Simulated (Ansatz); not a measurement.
# SrCl2: short molecular dynamics at 2600 K

All numbers below come from DFT PBEsol, scalar-relativistic, plane waves, PAW (Ansatz 0.2.0). The runs took a 420 eV cutoff, a shifted (0.5, 0.5, 0.0 steps) 2×2×1 mesh and Fermi–Dirac smearing (0.22 eV). The mesh is coarse. No spin polarisation.

18 atoms, starting at 1.10 times the perfect crystal's volume (space group Fm-3m, the cell as given, not relaxed at this level); Langevin thermostat at 2600 K (friction 0.02 fs⁻¹), fixed cell; 48 steps of 1.5 fs. The run is short and not equilibrated.

First frame:

```xyz
18
Lattice="7.1960 3.5980 -3.5980 3.5980 7.1960 3.5980 7.1960 -3.5980 3.5980" Properties=species:S:1:pos:R:3 pbc="T T T"
Sr    7.1960    0.0000    0.0000
Sr   10.7940    3.5980    0.0000
Sr    0.0000    0.0000    0.0000
Sr    3.5980    3.5980    0.0000
Sr    7.1960    7.1960    0.0000
Sr    7.1960    3.5980    3.5980
Cl    8.9950    1.7990    1.7990
Cl   12.5930    5.3970    1.7990
Cl    8.9950    5.3970   -1.7990
Cl    5.3970    5.3970    1.7990
Cl    5.3970    1.7990   -1.7990
Cl    8.9950    5.3970    5.3970
Cl   12.5930    5.3970    5.3970
Cl   12.5930    1.7990    1.7990
Cl    8.9950    1.7990   -1.7990
Cl    5.3970    1.7990    1.7990
Cl    8.9950    5.3970    1.7990
Cl    8.9950    1.7990    5.3970
```

* Mean temperature over the second half: 2104 K
* Mean pressure over the second half (kinetic part included): 0.3 GPa
* Mean potential energy above the perfect crystal (as given, at volume ratio 1; besides heat the difference comes from the volume, 10 % larger; its own run had another smearing, without effect beside its gap): 205 meV/atom
* Mean-square drift of Cl from first to last step (mean shift of all atoms removed): 0.32 Å²
* Mean-square drift of Sr from first to last step (mean shift of all atoms removed): 0.21 Å²

Pair distribution functions g(r), second half of the run, up to half the cell's height:

| r (Å) | Cl-Cl | Cl-Sr |
| --- | --- | --- |
| 2.35 | 0.0 | 0.0 |
| 2.45 | 0.0 | 0.5 |
| 2.55 | 0.0 | 0.7 |
| 2.65 | 0.0 | 1.2 |
| 2.75 | 0.0 | 3.6 |
| 2.85 | 0.1 | 2.9 |
| 2.95 | 0.7 | 2.7 |
| 3.05 | 0.3 | 4.9 |
| 3.15 | 0.7 | 4.4 |
| 3.25 | 1.2 | 3.0 |
| 3.35 | 1.9 | 2.5 |
| 3.45 | 1.8 | 1.2 |
| 3.55 | 2.5 | 1.1 |

Along the run (potential energy from its first value; pressure with the kinetic part):

| t (fs) | T (K) | ΔE_pot (meV/atom) | P (GPa) |
| --- | --- | --- | --- |
| 0.0 | 2456 | 0.0 | -2.4 |
| 1.5 | 2359 | 0.3 | -2.5 |
| 3.0 | 2249 | 1.1 | -2.5 |
| 4.5 | 2425 | 2.6 | -2.4 |
| 6.0 | 2447 | 4.6 | -2.3 |
| 7.5 | 2496 | 7.3 | -2.3 |
| 9.0 | 2504 | 10.5 | -2.2 |
| 10.5 | 2352 | 14.3 | -2.2 |
| 12.0 | 1996 | 18.4 | -2.3 |
| 13.5 | 2112 | 22.7 | -2.2 |
| 15.0 | 2077 | 27.4 | -2.1 |
| 16.5 | 2327 | 32.4 | -1.9 |
| 18.0 | 2133 | 37.7 | -1.9 |
| 19.5 | 2012 | 43.0 | -1.9 |
| 21.0 | 2169 | 48.3 | -1.7 |
| 22.5 | 2012 | 53.4 | -1.7 |
| 24.0 | 1834 | 58.0 | -1.7 |
| 25.5 | 1800 | 62.7 | -1.6 |
| 27.0 | 1923 | 67.5 | -1.5 |
| 28.5 | 2110 | 72.8 | -1.3 |
| 30.0 | 1895 | 78.5 | -1.3 |
| 31.5 | 1738 | 84.0 | -1.2 |
| 33.0 | 1540 | 89.0 | -1.2 |
| 34.5 | 1659 | 93.8 | -1.1 |
| 36.0 | 1784 | 99.1 | -0.9 |
| 37.5 | 2087 | 105.0 | -0.7 |
| 39.0 | 1885 | 111.4 | -0.6 |
| 40.5 | 2012 | 117.8 | -0.5 |
| 42.0 | 1981 | 124.2 | -0.4 |
| 43.5 | 2199 | 130.5 | -0.2 |
| 45.0 | 2400 | 136.9 | 0.0 |
| 46.5 | 2266 | 143.3 | 0.1 |
| 48.0 | 2065 | 149.1 | 0.1 |
| 49.5 | 2142 | 154.9 | 0.2 |
| 51.0 | 2208 | 160.0 | 0.3 |
| 52.5 | 2164 | 164.1 | 0.4 |
| 54.0 | 2219 | 168.3 | 0.5 |
| 55.5 | 2133 | 172.9 | 0.5 |
| 57.0 | 2148 | 177.5 | 0.6 |
| 58.5 | 2017 | 181.7 | 0.6 |
| 60.0 | 1862 | 185.6 | 0.6 |
| 61.5 | 1955 | 189.7 | 0.7 |
| 63.0 | 1853 | 193.3 | 0.6 |
| 64.5 | 2071 | 196.1 | 0.7 |
| 66.0 | 2187 | 199.3 | 0.8 |
| 67.5 | 2375 | 202.7 | 0.9 |
| 69.0 | 2183 | 205.8 | 0.9 |
| 70.5 | 2382 | 207.9 | 1.0 |
| 72.0 | 2017 | 209.6 | 0.8 |